A ZnSe crystal is squeezed or stretched equally along two directions, while its height along the third is left to adjust. A thin film on a thick substrate is in the same position: the substrate sets the spacing in the plane and the film finds its own height. In the table the strain is the imposed change of the in-plane edge a, c is the height, and the energy change is counted from the unstrained crystal. The rows at −6 % and +6 % are followed most closely.

Zincblende ZnSe in a four-atom cell, with edges a and b strained equally and c relaxed; all changes are relative to the unstrained crystal. Computed with Ansatz 0.2.0 using the PBEsol functional, scalar-relativistic plane-wave PAW, a cutoff of 420 eV and an 8×8×6 k mesh, on which the band gap is taken.

```tsv
strain (%)	energy change (meV/atom)	volume change (%)	c change (%)	band gap (eV)
-6	45.5	-5.55	6.90	1.184
-4	19.4	-3.56	4.65	1.224
-2	4.7	-1.71	2.35	1.241
2	4.2	1.51	-2.43	1.074
4	16.0	2.80	-4.96	0.923
6	34.5	3.86	-7.56	0.784
```

### 1. Which way does the height move, and how far?

It moves against the imposed strain in every row. At −6 % there are two limits to compare with. A rigid height would not change, while a crystal that kept its volume would grow taller by about 13 %, since 1/0.94² = 1.13. The calculated 6.90 % lies about halfway, so the crystal gives way upwards but still loses volume.

### 2. Is it the bonds or the angles that give way?

Mostly the angles. Symmetry fixes where the atoms sit within the cell, so bond lengths and angles follow from a and c alone. The Zn–Se bond changes by less than 2 % even where the in-plane edge changes by 6 %. The bond angle that the c axis bisects closes to 102° at −6 % and opens to 117° at +6 %, on either side of the ideal tetrahedral angle. Bending a bond angle is cheaper than changing a bond length, and a change of height lets the crystal trade one for the other.

### 3. Why does squeezing cost more than stretching?

If the crystal were a perfect spring, both signs would cost the same. Instead, −6 % costs 45.5 meV per atom and +6 % costs 34.5 meV. Larger distortions are not the cause: the bonds change slightly less in compression, by 1.5 % against 1.7 %, and the angles move by about as much either way. The springs themselves must therefore differ between the two sides. The repulsion between neighbours does steepen as they approach, but with bonds changing by less than 2 % this is expected to add little to the cost of stretching. The extra cost is expected to lie mostly in the angles, which may be stiffer when the bonds are short or dearer to close than to open; the table does not separate these two.

### 4. What would the gap do if only the volume mattered?

It would widen throughout compression. In ZnSe the lowest empty state is s-like and antibonding, and it climbs when the atoms come closer, which is why pressure is known to widen the gap. Yet at −6 % the crystal has lost 5.55 % of its volume and its gap is about 55 meV below the unstrained value of 1.239 eV. Something other than volume must be narrowing it.

### 5. What would the gap do if only the shape mattered?

It would narrow for either sign of strain. The highest filled level of the cubic crystal consists of three p-like states of equal energy, which theory splits into one state along c and a pair in the plane once c and a differ. Tension tilts the bonds towards the plane, so the p state along c bonds less well and rises. Compression tilts them towards c, and the pair rises instead.

To first order the change of shape leaves the average of the three energies where it was. Call the splitting Δ. A single state that rises must then go up by ⅔Δ while the pair sinks by ⅓Δ; when the pair rises, it gains only ⅓Δ. The s-like empty state has no direction to favour and, to first order, does not notice the shape.

This gives an estimate without adjustable numbers. Let Δ grow in proportion to the difference between the changes of c and a, which is 13.56 % at +6 % strain and 12.90 % at −6 %. The gap should then fall 2 × 13.56/12.90 ≈ 2.1 times as far in tension as in compression. The calculated ratio is 8.2, so shape alone gets the direction right on both sides but far too little contrast between them.

### 6. What happens when volume and shape act together?

In tension they pull the same way: the larger volume narrows the gap and so does the splitting. In compression they oppose each other, and at −2 % they almost cancel. The narrowing in tension is the safer result. The near cancellation at −2 % is less certain, since it rests on a balance between two opposing effects that PBEsol need not describe equally well.

The picture also gives part of the reason why each further step of tension lowers the gap a little less. The shape keeps changing at an almost steady rate, but the volume gains less with every step. It fails at strong compression. Two proportional effects that cancel at −2 % would let the gap creep upwards, because from −2 % to −6 % the loss of volume grows 3.2-fold and the change of shape only 3.0-fold. The calculated gap turns down instead, so effects beyond first order matter there. The band edges of the runs point to the empty state for part of this: measured from the mean electrostatic potential, it rises by 119 meV per percent of volume lost at −6 % but falls by 142 meV per percent gained at +6 %, as it would if a strong distortion of either sign pulled it down.

### 7. Could the unstrained gap be read off midway between −2 % and +2 %?

No. The midpoint is 1.158 eV, about 82 meV too low. The change of shape pushes the highest filled level up whichever way the crystal is strained, so the gap has a bend at zero strain. The band edges of the runs place the bend there: averaged over −2 % and +2 %, the highest filled level lies 95 meV above its unstrained value and the lowest empty one only 13 meV. A smooth arch would grow steeper with further tension, whereas here the steepest fall comes at the start.

Spin–orbit coupling, which this calculation leaves out, would soften the bend but not remove it. It lifts the highest filled level by a third of the spin–orbit splitting, roughly 0.13 eV if that splitting is taken as about 0.4 eV, and narrows the gap by as much. Four states, counting spin, then remain together at the top, and strain still splits them. In weak tension the upper ones rise only about half as fast as in the picture above, so the tension side would start less steeply.

### 8. Which digits can be trusted?

The changes of the gap deserve more trust than the gap itself. PBEsol puts the unstrained gap at less than half of the measured value, roughly 2.7 eV, but much of that error should be common to all rows. The 2 meV by which the gap at −2 % exceeds the unstrained one is too small to interpret.

For the energies, the recalculation that ends a relaxation shifted the result by about 0.25 meV per atom at −6 % and by less than 0.1 meV at −2 %. The difference of 0.5 meV between −2 % and +2 % is small, but the in-plane stress supports it: its size is 1.70 GPa at −2 % and 1.47 GPa at +2 %. The 11 meV between −6 % and +6 % is safe. The bond lengths, angles and ratios used here are in the printed output below.

Printed output of the fit:

```
Geometry from the relaxed cells:
  row  area change %  Zn-Se bond A  bond change %  angle bisected by c in degrees
   -6         -11.64         2.402         -1.512                           102.4
   -4          -7.84         2.414         -1.033                           104.7
   -2          -3.96         2.426        -0.5289                           107.1
    2           4.04         2.452          0.545                           111.9
    4           8.16         2.466          1.102                           114.3
    6          12.36          2.48          1.681                           116.7
Energy and gap:
  row  energy over strain squared meV/atom per %^2  c change less a change %  gap less unstrained gap meV
   -6                                        1.264                      12.9                       -55.37
   -4                                        1.212                      8.65                       -15.37
   -2                                        1.175                      4.35                        1.634
    2                                         1.05                     -4.43                       -165.4
    4                                            1                     -8.96                       -316.4
    6                                       0.9583                    -13.56                       -455.4
share of the area change made good by the height at -6 % strain (%): 52.32
share of the area change made good by the height at +6 % strain (%): 68.77
energy cost at -6 % over that at +6 %: 1.319
energy cost at -2 % less that at +2 % (meV/atom): 0.5
size of in-plane stress at -6 % over that at +6 %: 1.468
midpoint of the gaps at -2 % and +2 % (eV): 1.158
midpoint less unstrained gap (meV): -81.87
gap change from +2 % to +4 % (meV): -151
gap change from +4 % to +6 % (meV): -139
calculated gap fall at +6 % over that at -6 %: 8.225
same ratio if shape alone acted: 2.102
rough rise of the valence top from spin-orbit coupling (eV): 0.1333
unstrained PBEsol gap over the rough measured gap (%): 45.9
```
